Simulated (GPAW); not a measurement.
Crystal: TiO2.

```
Ti O
1.0
     4.59984    0.00000    0.00000
     0.00000    4.59984    0.00000
     0.00000    0.00000    2.95921
Ti O
2 4
Direct
  0.00000 0.00000 0.50000
  0.50000 0.50000 0.00000
  0.30432 0.30432 0.50000
  0.19568 0.80432 0.00000
  0.80432 0.19568 0.00000
  0.69568 0.69568 0.50000
```

The cell is a database's computed one.

Base run:

| Quantity | Value |
| --- | --- |
| Program | GPAW 26.7.0 |
| Functional | PBEsol |
| Potentials or basis | PAW data sets generated in the run's folder for this functional |
| Cutoff | 800 eV |
| Basis | pw |
| k mesh | 4 × 4 × 7 |
| Occupations | fermi-dirac, width 0.05 eV |
| Spin | no spin polarisation |
| Hubbard terms | Ti d U = 1 eV |

Its results: band gap on the k mesh 1.98 eV, direct; pressure -0.3 GPa; largest force 0.016 eV/Å.

**Question.** After a change of settings the same cell gave: band gap on the k mesh 2.47 eV, indirect (least direct gap 2.48 eV); pressure 3.2 GPa; largest force 0.030 eV/Å. Which change was it?
A. hubbard terms from Ti d U = 1 eV to Ti d U = 4 eV
B. hubbard terms from Ti d U = 1 eV to none
C. hubbard terms from Ti d U = 1 eV to Ti d U = 3 eV

**Answer.** A.
